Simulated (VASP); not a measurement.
# Settings for Ni: density of states

Ni, Fm-3m (no. 225), 1 atom in the cell. PBE; PAW potentials Ni (PBE set). VASP 6.6.1.

Wanted: density of states by 0.5 eV bins within 4 %; centre of the states within 12 eV below the valence top within 0.01 eV; states at the Fermi level within 4 %.

What the run is for: density of states; Accuracy asked: tight; k mesh of the density: 15 × 15 × 15.

POSCAR:
```
Ni
1.0
    0.0000000000      1.7375729330      1.7375729330
    1.7375729330      0.0000000000      1.7375729330
    1.7375729330      1.7375729330      0.0000000000
Ni
1
Direct
    0.0000000000      0.0000000000      0.0000000000
```

The series start from Plane-wave cutoff (eV): 310; k-point mesh: 18 × 18 × 18; Energy points (NEDOS): 2001; Occupations for the DOS: ISMEAR=-5; Electronic threshold (eV): 1e-6; Precision mode (PREC): Accurate. Each series keeps the choices made before it, and each single choice may use up half of a tolerance. Times cover all steps of a run.

## Plane-wave cutoff (eV)

| Plane-wave cutoff (eV) | Density of states by 0.5 eV bins, largest deviation against the largest value | Centre of the states within 12 eV below the valence top (eV) | States at the Fermi level (states/eV/atom) | Time (s) |
|---|---|---|---|---|
| 220 | 5.7 % | -2.369 | 1.749 | 17 |
| 270 | 0.19 % | -2.434 | 1.603 | 21 |
| 310 | 0.18 % | -2.440 | 1.593 | 22 |
| 350 | 0.15 % | -2.439 | 1.595 | 28 |
| 430 | 0.051 % | -2.436 | 1.598 | 58 |
| 540 (reference) | 0 % | -2.436 | 1.599 | 73 |

Chosen: 270, the loosest value from which every tighter one stays within half of the tolerance.

## k-point mesh

| k-point mesh | Density of states by 0.5 eV bins, largest deviation against the largest value | Centre of the states within 12 eV below the valence top (eV) | States at the Fermi level (states/eV/atom) | Time (s) |
|---|---|---|---|---|
| 7 × 7 × 7 | 6.4 % | -2.459 | 2.428 | 14 |
| 9 × 9 × 9 | 3.5 % | -2.438 | 1.535 | 14 |
| 12 × 12 × 12 | 1.9 % | -2.439 | 1.697 | 16 |
| 15 × 15 × 15 | 1.4 % | -2.434 | 1.609 | 18 |
| 18 × 18 × 18 | 0.77 % | -2.434 | 1.603 | 21 |
| 21 × 21 × 21 | 0.43 % | -2.432 | 1.627 | 25 |
| 27 × 27 × 27 (reference) | 0 % | -2.430 | 1.627 | 39 |

Chosen: 15 × 15 × 15.

## Energy points (NEDOS)

| Energy points (NEDOS) | Density of states by 0.5 eV bins, largest deviation against the largest value | Centre of the states within 12 eV below the valence top (eV) | States at the Fermi level (states/eV/atom) | Time (s) |
|---|---|---|---|---|
| 301 | 26 % | -2.332 | 1.644 | 19 |
| 501 | 1.4 % | -2.439 | 1.611 | 19 |
| 1001 | 0.82 % | -2.433 | 1.608 | 18 |
| 2001 | 1 % | -2.434 | 1.609 | 18 |
| 4001 (reference) | 0 % | -2.434 | 1.62 | 18 |

Chosen: 501.

## Occupations for the DOS

| Occupations for the DOS | Density of states by 0.5 eV bins, largest deviation against the largest value | Centre of the states within 12 eV below the valence top (eV) | States at the Fermi level (states/eV/atom) | Time (s) |
|---|---|---|---|---|
| ISMEAR=-5 | 0 % | -2.439 | 1.611 | 19 |
| ISMEAR=-4 | 0 % | -2.439 | 1.611 | 18 |
| ISMEAR=0 SIGMA=0.05 | 3.5 % | -2.402 | 1.672 | 18 |
| ISMEAR=0 SIGMA=0.1 | 5.2 % | -2.403 | 1.589 | 18 |
| ISMEAR=-15 SIGMA=0.025 | 0.26 % | -2.436 | 1.611 | 20 |
| ISMEAR=1 SIGMA=0.1 | 2.9 % | -2.407 | 1.69 | 17 |

Chosen: ISMEAR=-5; no other choice that stays within half of the tolerance saves 30 % of the time.

## Electronic threshold (eV)

| Electronic threshold (eV) | Density of states by 0.5 eV bins, largest deviation against the largest value | Centre of the states within 12 eV below the valence top (eV) | States at the Fermi level (states/eV/atom) | Time (s) |
|---|---|---|---|---|
| 0.001 | 0.7 % | -2.438 | 1.63 | 15 |
| 0.0001 | 0.34 % | -2.439 | 1.616 | 18 |
| 1e-5 | 0.14 % | -2.439 | 1.611 | 18 |
| 1e-6 (reference) | 0 % | -2.439 | 1.611 | 19 |

Chosen: 0.001.

## Precision mode (PREC)

| Precision mode (PREC) | Density of states by 0.5 eV bins, largest deviation against the largest value | Centre of the states within 12 eV below the valence top (eV) | States at the Fermi level (states/eV/atom) | Time (s) |
|---|---|---|---|---|
| Normal | 0.082 % | -2.438 | 1.63 | 12 |
| Accurate (reference) | 0 % | -2.438 | 1.63 | 15 |

Chosen: Normal.

## All choices together

| Input | Density of states by 0.5 eV bins, largest deviation against the largest value | Centre of the states within 12 eV below the valence top (eV) | States at the Fermi level (states/eV/atom) | Time (s) |
|---|---|---|---|---|
| defaults for smearing, thresholds and mesh (naive) | 8.7 % | -2.447 | 1.719 | 13 |
| chosen settings | 1.3 % | -2.438 | 1.63 | 12 |
| reference settings throughout | 0 % | -2.433 | 1.625 | 133 |

The tolerance is met.

## The input

INCAR.step1:
```
SYSTEM = Ni
  GGA = PE
  ISPIN = 2
  MAGMOM = 1
  LORBIT = 11
  ISMEAR = 1
  SIGMA = 0.1
  LWAVE = .FALSE.
  LCHARG = .TRUE.
  NBANDS = 25
  PREC = Normal
  LASPH = .TRUE.
  LREAL = .FALSE.
  ALGO = Normal
  EDIFF = 0.001
  NELM = 200
  GGA_COMPAT = .FALSE.
  ENCUT = 270
  LMAXMIX = 4
```

INCAR.step2, as INCAR.step1 but for:
```
- ISMEAR = 1
- SIGMA = 0.1
- LCHARG = .TRUE.
+ ISMEAR = -5
+ LCHARG = .FALSE.
+ NEDOS = 501
+ EMIN = -4.0992
+ EMAX = 17.9008
+ ICHARG = 11
```

KPOINTS.step1:
```
k-points
0
Gamma
  15 15 15
```

KPOINTS.step2:
```
Automatic mesh
0
Gamma
  15 15 15
  0 0 0
```

Commands (each step's output is kept before the next begins):
```
cat potpaw_PBE.64/Ni/POTCAR > POTCAR
cp INCAR.step1 INCAR
cp KPOINTS.step1 KPOINTS
mpirun -np 1 vasp_std > vasp.out
cp INCAR.step2 INCAR
cp KPOINTS.step2 KPOINTS
mpirun -np 1 vasp_std > vasp.out
```

The chosen input took VASP 6.6.1 12 s on 1 core (Intel Xeon Platinum 8488C (Sapphire Rapids)), a shared host.

## An input that fails: tetrahedra on too few k points

VASP's message: IBZKPT: tetrahedron method fails for NKPT<4. NKPT = 1.

k mesh: 18 × 18 × 18 becomes 1 × 1 × 1.

Changes against the starting input:
```
(step 2)
- NELM = 200
+ NELM = 88
```
